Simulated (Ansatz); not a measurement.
# Pressure coefficients of MgSe

```
Mg Se
1.0
     0.00000    2.72550    2.72550
     2.72550    0.00000    2.72550
     2.72550    2.72550    0.00000
Mg Se
1 1
Direct
  0.00000 0.00000 0.00000
  0.50000 0.50000 0.50000
```

The cell is COD entry 9008673, as deposited and not checked against the literature; nothing was relaxed. It is an old determination, and later ones may differ.

Theory: DFT, PBE, all-electron LAPW, scalar-relativistic in Ansatz 0.2.0.

Settings: a Γ-centred 8×8×8 k mesh, Fermi–Dirac smearing of 0.02 eV, basis error target 1 meV/atom, no spin polarisation.

The cell is scaled evenly with fractional coordinates held. Semilocal gaps are too small, but their slopes carry over better.

```tsv
V/V(cell)	P (GPa)	gap on the k mesh (eV)
0.9800	3.47	1.853
1.0000	2.03	1.820
1.0200	0.72	1.786
1.0400	-0.47	1.753
```

Q: From the rows at 0.9800 and 1.0200, what is the bulk modulus at the cell's volume?

A: B = −ΔP/Δln V = −[(0.72) − (3.47)]/0.04001 = 68.7 GPa.

Q: What are the gap's volume deformation potential and pressure coefficient?

A: dEg/dln V = (1.786 − 1.853)/0.04001 = -1.67 eV, and dEg/dP = −(dEg/dln V)/B = 24 meV/GPa: pressure widens the gap.

Q: Predict the row at V/V(cell) = 0.9600. How far is a linear estimate of P off?

A: P = 5.08 GPa, gap 1.887 eV. The linear estimate P(cell) − B ln(V/V(cell)) = 4.83 GPa misses by 0.25 GPa, since the modulus grows under compression.
